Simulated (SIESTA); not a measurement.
The system is HfN.

```
Hf N
1.0
     0.00000    2.25600    2.25600
     2.25600    0.00000    2.25600
     2.25600    2.25600    0.00000
Hf N
1 1
Direct
  0.00000 0.00000 0.00000
  0.50000 0.50000 0.50000
```

Base run:

```yaml
Program: SIESTA 5.4.2
Functional: PBE
Potentials_or_basis: PseudoDojo 0.4 standard (PBE files)
Basis: DZDP (energy shift 0.003 Ry; two zetas on semicore shells)
Grid_cutoff: 800 Ry
Energy_shift: 0.003 Ry
k_mesh: 10 × 10 × 10
Occupations: fermi-dirac, width 0.05 eV
Spin: no spin polarisation
```

Its results: band gap on the k mesh none (metal or under the smearing width); pressure 9.6 GPa.

**Question.** After a change of settings the same cell gave: band gap on the k mesh none (metal or under the smearing width); pressure 12.3 GPa. Which change was it?
A. basis from DZDP (energy shift 0.003 Ry; two zetas on semicore shells) to DZ (energy shift 0.003 Ry; two zetas on semicore shells)
B. basis from DZDP (energy shift 0.003 Ry; two zetas on semicore shells) to SZ (energy shift 0.003 Ry)
C. basis from DZDP (energy shift 0.003 Ry; two zetas on semicore shells) to TZP (energy shift 0.003 Ry; two zetas on semicore shells)
D. basis from DZDP (energy shift 0.003 Ry; two zetas on semicore shells) to TZDP (energy shift 0.003 Ry; two zetas on semicore shells)

**Answer.** A.

Caveats: short orbitals over semicore shells can move pressures by several GPa; the basis of atomic orbitals isn't converged, which shifts pressures, moduli and gaps; the basis has no polarisation orbitals (some runs).
